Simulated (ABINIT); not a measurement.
Au:

```
Au
1.0
     0.00000    2.03500    2.03500
     2.03500    0.00000    2.03500
     2.03500    2.03500    0.00000
Au
1
Direct
  0.00000 0.00000 0.00000
```

Base run:

| Item | Value |
| --- | --- |
| Program | ABINIT 10.8.3 (patched build) |
| Functional | LDA |
| Potentials or basis | JTH PAW LDA v2.0 |
| Cutoff | 680 eV |
| k mesh | 11 × 11 × 11 |
| Occupations | fermi-dirac, width 0.05 eV |
| Spin | no spin polarisation |

Its results: band gap on the k mesh none (metal or under the smearing width); pressure -2.9 GPa.

Problem. After a change of settings the same cell gave: band gap on the k mesh none (metal or under the smearing width); pressure -0.4 GPa. Which change was it?
A. functional from LDA to HCTH407; potentials or basis from JTH PAW LDA v2.0 to PseudoDojo NC SR PBE v0.4.1 standard; cutoff from 680 eV to 1034 eV; valence electrons from 11 to 19
B. k mesh from 11 × 11 × 11 to 4 × 4 × 4
C. functional from LDA to SOGGA; potentials or basis from JTH PAW LDA v2.0 to PseudoDojo NC SR PBEsol v0.4.1 standard; cutoff from 680 eV to 1034 eV; valence electrons from 11 to 19
D. functional from LDA to rPW86PBE; potentials or basis from JTH PAW LDA v2.0 to JTH PAW PBE v2.0

Solution. B.

Caveats: some runs use coarse meshes; spin-orbit coupling is left out, which moves the levels of the heavy elements (some runs).

Runs at the PBE level aren't shown here.
